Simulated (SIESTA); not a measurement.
Runs of SIESTA 5.4.2 on Zr. It takes space group P6_3/mmc (No. 194, hexagonal). The conventional cell has a = 3.232 Å, b = 3.232 Å, c = 5.147 Å, α = 90.00°, β = 90.00°, γ = 120.00°. Zr (site symmetry -6m2) is surrounded by 12 Zr at 3.18 to 3.23 Å. 

```tsv
task	level	potentials or basis	cell	optimiser	force tolerance	energy shift	gap on the mesh (eV)	pressure (GPa)
single point	PBEsol	PseudoDojo 0.4 standard (PBEsol files), DZP (energy shift 0.003 Ry; two zetas on semicore shells)	as given	-	-	0.003 Ry	none	-2.5
band structure	PBE	SG15 1.2 (PBE files) or PseudoDojo by element, DZP (energy shift 0.002 Ry)	as given	-	-	0.002 Ry	none	(a)
relaxation of cell and atoms	RPBE	PseudoDojo 0.4 standard (PBE files), DZP (energy shift 0.002 Ry; radii capped at 9.5 bohr)	relaxed	CG	0.04 eV/Å	0.002 Ry	none	0.0
band structure	vdW-DF-cx	PseudoDojo 0.4 standard (PBE files), DZP (energy shift 0.002 Ry; radii capped at 9.5 bohr)	as given	-	-	0.002 Ry	none	-2.8
```

Alike in all rows: no spin polarisation; k mesh 9 × 9 × 5; smearing fermi-dirac 0.05 eV; grid cutoff 800 Ry.

**Question.** Estimate the missing entries.

**Answer.** (a) -0.2.

Caveats: the basis of atomic orbitals isn't converged, which shifts pressures, moduli and gaps; semicore shells carry a single zeta, which can move pressures by several GPa and volumes by a few percent (some runs); the potentials were made for another functional, which shifts forces and pressure (some runs).

A k mesh can miss the band edges, and the runs leave out spin-orbit coupling on Zr.

A gap of «none» marks a metal or a gap under the smearing width.

Not every run made on this cell is shown here.
